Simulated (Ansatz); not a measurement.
The system is PbSe (Clausthalite).

```
CELL_PARAMETERS angstrom
0.00000 3.06065 3.06065
3.06065 0.00000 3.06065
3.06065 3.06065 0.00000
ATOMIC_POSITIONS crystal
Pb 0.00000 0.00000 0.00000
Se 0.50000 0.50000 0.50000
```

| Item | Value |
| --- | --- |
| Program | Ansatz 0.2.0 |
| Task | relaxation of cell and atoms |
| Functional | revPBE |
| Potentials or basis | all-electron LAPW, scalar-relativistic |
| Basis error allowed | 0.001 eV/atom |
| k mesh | 8 × 8 × 8 |
| Occupations | fermi-dirac, width 0.05 eV |
| Spin | no spin polarisation |

At the start: volume 28.67 Å³/atom.

Question: How do energy, volume and symmetry change on relaxing?

Answer: Over 5 steps the energy falls by 23.9 meV/atom and the volume is 30.86 Å³/atom (+7.6 %); space group Fm-3m (No. 225, to 0.05 Å).

The path:
| step | energy change (eV) | largest force (eV/Å) | volume (Å³) |
| --- | --- | --- | --- |
| 1 | 0.0000 | 0.0000 | 57.34 |
| 2 | -0.0407 | 0.0000 | 63.61 |
| 3 | -0.0477 | 0.0000 | 61.96 |
| 4 | -0.0478 | 0.0000 | 61.73 |
| 5 | -0.0478 | 0.0000 | 61.73 |

Final structure:
```
Pb Se
1.0
     0.00000    3.13676    3.13676
     3.13676    0.00000    3.13676
     3.13676    3.13676    0.00000
Pb Se
1 1
Direct
  0.00000 0.00000 0.00000
  0.50000 0.50000 0.50000
```

The cell as given is a measured one (28.67 Å³/atom); revPBE puts the equilibrium volume +7.6 % from it, thermal expansion not counted.
